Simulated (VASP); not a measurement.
Si, 2 atoms in the cell. Symmetry: Fd-3m, No. 227, cubic system. The conventional cell has a = 5.427 Å, b = 5.427 Å, c = 5.427 Å, α = 90.00°, β = 90.00°, γ = 90.00°. Si (site symmetry -43m) has 4 Si at 2.35 Å as nearest neighbours. 

* Program: VASP 6.6.1
* Task: relaxation of cell and atoms
* Functional: PBEsol
* Potentials or basis: VASP PAW PBE potentials, release 64 (Si)
* Cutoff: 600 eV
* k mesh: 10 × 10 × 10
* Occupations: gaussian, width 0.03 eV
* Spin: no spin polarisation
* Further INCAR settings: ALGO = Normal; EDIFF = 1e-06; IBRION = 2; EDIFFG = -0.01; NSW = 90; ISIF = 3

Potentials or basis: VASP PAW PBE potentials, release 64 (Si).

Run with:

```console
$ cat potpaw_PBE.64/Si/POTCAR > POTCAR
$ mpirun -np 4 vasp_std > vasp.out
```

Hardware: 4 MPI ranks on Intel(R) Xeon(R) Platinum 8375C CPU @ 2.90GHz (Ice Lake), on a shared host.

Estimate the wall time of this run.

It took 19 s on 4 MPI ranks on Intel(R) Xeon(R) Platinum 8375C CPU @ 2.90GHz (Ice Lake), with other jobs on the host, peak memory 0.17 GiB a rank. Counts: scf iterations 19, k points 47, ion steps 3.
